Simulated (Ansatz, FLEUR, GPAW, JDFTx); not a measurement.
## HfO2: 5 runs at one level of theory

```xyz
6
Lattice="3.5580 0.0000 0.0000 0.0000 3.5580 0.0000 0.0000 0.0000 5.1719" Properties=species:S:1:pos:R:3 pbc="T T T"
Hf    0.0074    0.0366    0.0563
Hf    1.8257    1.7900    2.5569
O    -0.0435    1.8045    1.0144
O     1.7864   -0.0166    1.5335
O     1.7568    0.0076    4.1894
O    -0.0116    1.7633    3.5770
```

The cell comes from a database or a generator and needn't be the stable form of this composition.

Atoms were shifted at random by some hundredths of an Å from the given cell, which wasn't relaxed again for these runs.

Alike in all runs: task single point; functional PBEsol; k mesh 8 × 8 × 5; occupations fermi-dirac, width 0.05 eV; no spin polarisation; no spin-orbit coupling. Pressure is positive in compression and, in plane waves, holds the error of the finite cutoff, which Ansatz's Pulay term estimates and takes out.

```json
{"program and potentials": "Ansatz, Ansatz PAW", "plane-wave cutoff (eV)": "420", "notes": "potentials made for PBE, which Ansatz adapts in part; 12.67 valence electrons an atom on average; Pulay term of +0.84 GPa included", "pressure (GPa)": "3.30", "largest force (eV/Å)": "1.556", "energy over the undisturbed cell (meV/atom)": "19.44"}
{"program and potentials": "JDFTx, PseudoDojo-SR-PBEsol-0.4.1-standard with smoothed tails", "plane-wave cutoff (eV)": "1143", "notes": "8 valence electrons an atom on average", "pressure (GPa)": "0.03", "largest force (eV/Å)": "1.521", "energy over the undisturbed cell (meV/atom)": "18.17"}
{"program and potentials": "Ansatz, all-electron LAPW, scalar-relativistic", "plane-wave cutoff (eV)": "-", "notes": "-", "pressure (GPa)": "3.34", "largest force (eV/Å)": "1.554", "energy over the undisturbed cell (meV/atom)": "-"}
{"program and potentials": "FLEUR, all-electron, FLAPW", "plane-wave cutoff (eV)": "-", "notes": "-", "pressure (GPa)": "-", "largest force (eV/Å)": "1.556", "energy over the undisturbed cell (meV/atom)": "19.44"}
{"program and potentials": "GPAW, PAW data sets generated for this functional", "plane-wave cutoff (eV)": "800", "notes": "8 valence electrons an atom on average", "pressure (GPa)": "3.96", "largest force (eV/Å)": "1.601", "energy over the undisturbed cell (meV/atom)": "-"}
```

Force on atom 1 (Hf), eV/Å:

```tsv
program and potentials	x	y	z
Ansatz, Ansatz PAW	-0.308	-0.109	-1.521
JDFTx, PseudoDojo-SR-PBEsol-0.4.1-standard with smoothed tails	-0.297	-0.104	-1.488
Ansatz, all-electron LAPW, scalar-relativistic	-0.309	-0.110	-1.519
FLEUR, all-electron, FLAPW	-0.308	-0.110	-1.521
GPAW, PAW data sets generated for this functional	-0.340	-0.131	-1.559
```

The pressure spans 0.03 (JDFTx, PseudoDojo-SR-PBEsol-0.4.1-standard with smoothed tails) to 3.96 GPa (GPAW, PAW data sets generated for this functional), with all-electron results at 3.34. The pressure on the cell as given of JDFTx, PseudoDojo-SR-PBEsol-0.4.1-standard with smoothed tails lies far from the others; the cause wasn't traced.

The functional is the same throughout but for its coding, so the spread measures potentials, basis and numerics; runs on potential files found faulty are left out.
